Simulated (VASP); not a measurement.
Here is a VASP 6.6.1 calculation.

The input POSCAR:

```
LiH17O9
1.0
    6.5731380000      0.0000000000      0.0000000000
    0.0000000000      6.5731380000      0.0000000000
    0.0000000000      0.0000000000      6.5731380000
O H Li
9 17 1
Direct
    0.7981119520      0.1589195298      0.0648700818
    0.3494221481      0.0633943788      0.2421674397
    0.2050010208      0.7159137690      0.5360149140
    0.7870822125      0.6100891233      0.7864584617
    0.0873098967      0.1048814128      0.7127950151
    0.6099217756      0.7264262518      0.1456229886
    0.6843763207      0.9758809263      0.5653768413
    0.0984157034      0.4672654066      0.0477245419
    0.4540753594      0.3478399510      0.5287885330
    0.8522565630      0.2725334536      0.1405569151
    0.6563227487      0.1618100822      0.0914479507
    0.3649246372      0.1571547714      0.3564659680
    0.2418175307      0.1380619120      0.1687778349
    0.2616406350      0.8018392433      0.4279386801
    0.2716358610      0.5821724723      0.5380383007
    0.6994832605      0.5017238342      0.7206147201
    0.7118061419      0.6694823690      0.9042560798
    0.0298335437      0.1958121068      0.8107543155
    0.1799444953      0.1991286354      0.6354194907
    0.5032299641      0.8237009477      0.1735092128
    0.7166440139      0.8139187098      0.1974703711
    0.6231878899      1.1098504246      0.5531756674
    0.5731204791      0.8800667200      0.5939933103
    0.0034838763      0.5303707301     -0.0553616857
    0.2290991000      0.5134229648     -0.0035903704
    0.5029713358      0.4333242357      0.4164221107
    0.9597242596      0.8598024262      0.6436347449
```

The input INCAR.step1:

```
SYSTEM = LiH17O9
PREC = Accurate
ENCUT = 520
ISMEAR = -1
SIGMA = 0.05
LREAL = Auto
LASPH = .TRUE.
NELM = 60
NBANDS = 56
GGA = PE
ALGO = Normal
EDIFF = 1E-4
LWAVE = .TRUE.
LCHARG = .FALSE.
```

Contents of INCAR.step2:

```
SYSTEM = LiH17O9
PREC = Accurate
ENCUT = 520
EDIFF = 1E-7
ISMEAR = -1
SIGMA = 0.05
LREAL = Auto
LASPH = .TRUE.
NELM = 60
ALGO = Normal
ISIF = 2
LWAVE = .FALSE.
LCHARG = .TRUE.
METAGGA = R2SCAN
LMIXTAU = .TRUE.
IVDW = 12
VDW_S6 = 1.0
VDW_S8 = 0.78981345
VDW_A1 = 0.49484001
VDW_A2 = 5.73083694
LELF = .TRUE.
LVHAR = .TRUE.
NBANDS = 56
ISTART = 1
```

Contents of KPOINTS:

```
Automatic mesh
0
G
  1 1 1
  0 0 0
```

Potentials or basis: VASP PAW PBE potentials, release 64 (O, H, Li_sv).

Command:

```console
$ cat potpaw_PBE.64/O/POTCAR potpaw_PBE.64/H/POTCAR potpaw_PBE.64/Li_sv/POTCAR > POTCAR
$ cp INCAR.step1 INCAR
$ mpirun -np 1 vasp_gam > vasp.out
$ cp INCAR.step2 INCAR
$ mpirun -np 1 vasp_gam > vasp.out
```

(1) Estimate the band gap on the k mesh.

(2) Estimate the largest force.

Results:

(1) 3.92 eV, direct.

(2) 2.141 eV/Å.

Caveat: the PAW data sets were made with another functional, which shifts forces and pressure a little.
